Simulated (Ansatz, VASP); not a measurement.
Two plane-wave programs on Pd

The input INCAR:

```
SYSTEM = Pd
PREC     = Accurate       ! precision mode
ENCUT    = 600            ! plane-wave cutoff, eV
EDIFF    = 1E-6           ! SCF threshold, eV
ISMEAR   = 0              ! smearing method
SIGMA    = 0.1            ! smearing width, eV
LREAL    = .FALSE.        ! projectors in reciprocal space
LASPH    = .TRUE.         ! aspherical terms in the spheres
NELM     = 80             ! most SCF steps
ALGO     = Normal         ! electronic algorithm
ISIF     = 3              ! what is computed and relaxed
LWAVE    = .FALSE.        ! write WAVECAR
LCHARG   = .FALSE.        ! write CHGCAR
GGA      = PS             ! functional
IBRION   = 2              ! ionic algorithm
NSW      = 100            ! ionic steps
EDIFFG   = -0.002         ! ionic threshold
```

Contents of KPOINTS:

```
regular mesh
0
G
  16 16 16
  0 0 0
```

The input POSCAR:

```
Pd
1.0
    0.0000000000      1.9586507900      1.9586507900
    1.9586507900      0.0000000000      1.9586507900
    1.9586507900      1.9586507900      0.0000000000
Pd
1
Direct
    0.0000000000      0.0000000000      0.0000000000
```

Input for Ansatz:

```yaml
crystal:
  lattice:
    - [0.0, 1.95865079, 1.95865079]
    - [1.95865079, 0.0, 1.95865079]
    - [1.95865079, 1.95865079, 0.0]
  atoms:
    - { symbol: Pd, position: [0.0, 0.0, 0.0] }
basis:
  ecutwfc: 420
kpoints:
  mp_grid: { grid: [16, 16, 16] }
hamiltonian:
  xc: pbesol
  pseudopotentials: { kind: paw, azcp: { folder: soft_1 } }
scf:
  occupations: { method: gaussian, width: 0.1 }
output:
  forces: true
  stress: true
  eigenvalues: true
relax:
  adjacent_minimum: "off"
  f_tol: 0.002
  max_steps: 80
  cell: { stress_tol: 0.02 }
```

Alike in both runs: task relaxation of cell and atoms; functional PBEsol; k mesh 16 × 16 × 16; occupations gaussian, width 0.1 eV; no spin polarisation.

|  | VASP | Ansatz |
| --- | --- | --- |
| version | VASP 6.6.1 | Ansatz 0.2.0 |
| potentials or method | VASP PAW PBE potentials, release 64 (Pd) | scalar-relativistic, plane waves, PAW |
| plane-wave cutoff (eV) | 600 | 420 |
| valence electrons in the cell | 10 | 18 |

VASP gave:

```
gap on the k mesh at the Fermi level, each at its own relaxed structure (eV) : none
relaxed volume (Å³/atom)                                                     : 14.54
relaxed cell length with the largest relative difference (Å)                 : 2.739
energy change over the relaxation (meV/atom)                                 : -10
```

**Question.** Estimate Ansatz's values.

**Answer.** gap on the k mesh at the Fermi level, each at its own relaxed structure (eV): none; relaxed volume (Å³/atom): 14.56; relaxed cell length with the largest relative difference (Å): 2.741; energy change over the relaxation (meV/atom): -9.

A gap of «none» marks a metal or a gap that the smearing closes. The two sets of potentials don't hold the same shells in valence. Ansatz warned: «pseudo_functional_mismatch».

Caveats: the PAW data sets were made with another functional, which shifts forces and pressure a little (VASP).
